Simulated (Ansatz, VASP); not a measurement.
# One calculation of NaF (Villiaumite), two programs

Contents of INCAR:

```
PREC     = Accurate       # precision mode
ENCUT    = 520            # plane-wave cutoff, eV
EDIFF    = 1E-6           # SCF threshold, eV
ISMEAR   = -1             # smearing method
SIGMA    = 0.02           # smearing width, eV
LREAL    = False          # projectors in reciprocal space
LASPH    = True           # aspherical terms in the spheres
NELM     = 100            # most SCF steps
ALGO     = Normal         # electronic algorithm
ISIF     = 2              # what is computed and relaxed
LWAVE    = False          # write WAVECAR
LCHARG   = False          # write CHGCAR
GGA      = PE             # functional
NBANDS   = 14             # bands
```

File KPOINTS:

```
regular mesh
0
Gamma
  10 10 10
```

POSCAR

```
NaF
1.0
    0.0000000000      2.3611051017      2.2972417802
    2.3611051017      0.0000000000      2.2972417802
    2.3611051017      2.3611051017      0.0000000000
Na F
1 1
Direct
    0.0000000000      0.0000000000      0.0000000000
    0.5000000000      0.5000000000      0.5000000000
```

Input for Ansatz:

```yaml
crystal:
  lattice:
    - [0.0, 2.3611051017, 2.2972417802]
    - [2.3611051017, 0.0, 2.2972417802]
    - [2.3611051017, 2.3611051017, 0.0]
  atoms:
    - { symbol: Na, position: [0.0, 0.0, 0.0] }
    - { symbol: F, position: [0.5, 0.5, 0.5] }
kpoints:
  mp_grid: { grid: [10, 10, 10] }
  band_path:
    path:
      - [0.0, 0.0, 0.0]
      - [0.5, 0.0, 0.5]
      - [0.625, 0.25, 0.625]
      - [0.375, 0.375, 0.75]
      - [0.5, 0.5, 0.5]
      - [0.5, 0.25, 0.75]
    npoints: 1
hamiltonian:
  xc: pbe
scf:
  occupations: { method: fermi_dirac, width: 0.02 }
  n_extra_bands: 4
output:
  forces: true
  stress: true
  eigenvalues: true
```

Change from the starting cell: biaxial_xy strain +2.8%.

Alike in both runs: task single point; functional PBE; k mesh 10 × 10 × 10; occupations fermi-dirac, width 0.02 eV; no spin polarisation.

|  | VASP | Ansatz |
| --- | --- | --- |
| version | VASP 6.6.1 | Ansatz 0.2.0 |
| potentials or method | VASP PAW PBE potentials, release 64 (Na_pv, F) | plane waves, PAW |
| plane-wave cutoff (eV) | 520 | 420 |
| valence electrons in the cell | 14 | 16 |

Ansatz gave:

```
gap on the k mesh at the Fermi level (eV)       : 6.16
pressure (GPa)                                  : 0.7
largest component of the traceless stress (GPa) : 1.42
```

Task: What did VASP give for the same quantities?

Result: gap on the k mesh at the Fermi level (eV): 6.14; pressure (GPa): 0.6; largest component of the traceless stress (GPa): 1.47.

The two sets of potentials don't hold the same shells in valence.

A k mesh can miss the band edges.
